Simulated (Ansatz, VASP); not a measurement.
# I: VASP beside Ansatz

File POSCAR:

```
I
1.0
   -2.0893754423      2.0893754423      2.0893754423
    2.0893754423     -2.0893754423      2.0893754423
    2.0893754423      2.0893754423     -2.0893754423
I
1
Direct
    0.0000000000      0.0000000000      0.0000000000
```

INCAR.step1

```
SYSTEM = I
PREC = Accurate
ENCUT = 520
EDIFF = 1E-5
ISMEAR = -1
SIGMA = 0.05
LREAL = .FALSE.
LASPH = .TRUE.
NELM = 60
ALGO = Normal
ISIF = 2
LWAVE = .TRUE.
LCHARG = .FALSE.
GGA = PE
```

The input INCAR.step2:

```
SYSTEM = I
PREC = Accurate
ENCUT = 520
EDIFF = 1E-7
ISMEAR = -1
SIGMA = 0.05
LREAL = .FALSE.
LASPH = .TRUE.
NELM = 60
ALGO = Normal
ISIF = 2
LWAVE = .FALSE.
LCHARG = .FALSE.
METAGGA = R2SCAN
LHFCALC = .TRUE.
AEXX = 0.1
LMIXTAU = .TRUE.
PRECFOCK = Normal
IVDW = 12
VDW_S6 = 1.0
VDW_S8 = 1.1236
VDW_A1 = 0.4709
VDW_A2 = 5.9157
ISTART = 1
```

Contents of KPOINTS:

```
regular mesh
0
G
  5 5 5
  0 0 0
```

KPOINTS_OPT

```
path GHNGPH,PN
10
line-mode
reciprocal
 0.0000000000  0.0000000000  0.0000000000  G
 0.5000000000 -0.5000000000  0.5000000000  H

 0.5000000000 -0.5000000000  0.5000000000  H
 0.0000000000  0.0000000000  0.5000000000  N

 0.0000000000  0.0000000000  0.5000000000  N
 0.0000000000  0.0000000000  0.0000000000  G

 0.0000000000  0.0000000000  0.0000000000  G
 0.2500000000  0.2500000000  0.2500000000  P

 0.2500000000  0.2500000000  0.2500000000  P
 0.5000000000 -0.5000000000  0.5000000000  H

 0.2500000000  0.2500000000  0.2500000000  P
 0.0000000000  0.0000000000  0.5000000000  N
```

Contents of input.yaml:

```yaml
crystal:
  lattice:
    - [-2.0893754423, 2.0893754423, 2.0893754423]
    - [2.0893754423, -2.0893754423, 2.0893754423]
    - [2.0893754423, 2.0893754423, -2.0893754423]
  atoms:
    - { symbol: I, position: [0.0, 0.0, 0.0] }
hamiltonian:
  xc: r2scanh
  pseudopotentials: { kind: paw }
  dispersion: d3bj
kpoints:
  mp_grid: { grid: [5, 5, 5] }
scf:
  occupations: { method: fermi_dirac, width: 0.05 }
output:
  forces: true
  stress: true
  eigenvalues: true
```

The real solid is made of molecules; this cell is a model form.

Alike in both runs: functional r2SCANh; dispersion D3(BJ); k mesh 5 × 5 × 5; occupations fermi-dirac, width 0.05 eV; no spin polarisation.

```csv
,VASP,Ansatz
version,VASP 6.6.1,Ansatz 0.2.0
potentials or method,"VASP PAW PBE potentials, release 64 (I)",Ansatz PAW
plane-wave cutoff (eV),520,500
valence electrons in the cell,7,17
task,band structure,single point
```

```tsv
	VASP	Ansatz	Ansatz less VASP
gap on the k mesh at the Fermi level (eV)	none	none	-
pressure (GPa)	-2.5	-2.4	+0.10
dispersion energy (meV/atom)	-194.8	-194.9	-0.09
```

A gap of «none» marks a metal or a gap that the smearing closes. The two sets of potentials don't hold the same shells in valence.

Caveats: the k mesh is coarse (spacing up to 0.43 Å⁻¹), so the values aren't converged, least of all with exact exchange; an odd number of electrons without spin polarisation forces a metal; a magnetic or distorted state may lie lower; pairwise dispersion overbinds metals, which lowers pressure and volume; an unscreened hybrid on a path of extra k points without a Coulomb cutoff has errors near the mesh points, so the bands along the path aren't reliable (VASP); the PAW data sets were made with another functional, which shifts forces and pressure a little (VASP); spin-orbit coupling is left out, which moves the levels of the heavy elements (VASP).
